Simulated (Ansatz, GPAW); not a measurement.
MgSi: 3 runs at one level of theory

```
Si Mg
1.0
     1.50251   -5.42602    0.00000
     1.50251    5.42602    0.00000
     0.00000    0.00000    4.34018
Si Mg
2 2
Direct
  0.57064 0.42936 0.75000
  0.42936 0.57064 0.25000
  0.16838 0.83162 0.25000
  0.83162 0.16838 0.75000
```

The cell comes from a database or a generator and needn't be the stable form of this composition.

Alike in all runs: task single point; functional PBEsol; k mesh 9 × 9 × 6; occupations fermi-dirac, width 0.05 eV; no spin polarisation; no spin-orbit coupling. Pressure is positive in compression and, in plane waves, holds the error of the finite cutoff, which Ansatz's Pulay term estimates and takes out.

```json
{"program and potentials": "Ansatz, Ansatz PAW", "plane-wave cutoff (eV)": "420", "notes": "potentials made for PBE, which Ansatz adapts in part", "pressure (GPa)": "-1.41", "largest force (eV/Å)": "0.167"}
{"program and potentials": "GPAW, PAW data sets generated for this functional", "plane-wave cutoff (eV)": "800", "notes": "-", "pressure (GPa)": "-1.33", "largest force (eV/Å)": "0.160"}
{"program and potentials": "Ansatz, all-electron LAPW, scalar-relativistic", "plane-wave cutoff (eV)": "-", "notes": "-", "pressure (GPa)": "-1.42", "largest force (eV/Å)": "0.165"}
```

Force on atom 1 (Si), eV/Å:

| program and potentials | x | y | z |
| --- | --- | --- | --- |
| Ansatz, Ansatz PAW | 0.000 | 0.167 | 0.000 |
| GPAW, PAW data sets generated for this functional | 0.000 | 0.158 | 0.000 |
| Ansatz, all-electron LAPW, scalar-relativistic | 0.000 | 0.165 | 0.000 |

The pressure spans -1.42 (Ansatz, all-electron LAPW, scalar-relativistic) to -1.33 GPa (GPAW, PAW data sets generated for this functional), with all-electron results at -1.42.

The functional is the same throughout but for its coding, so the spread measures potentials, basis and numerics; runs on potential files found faulty are left out.
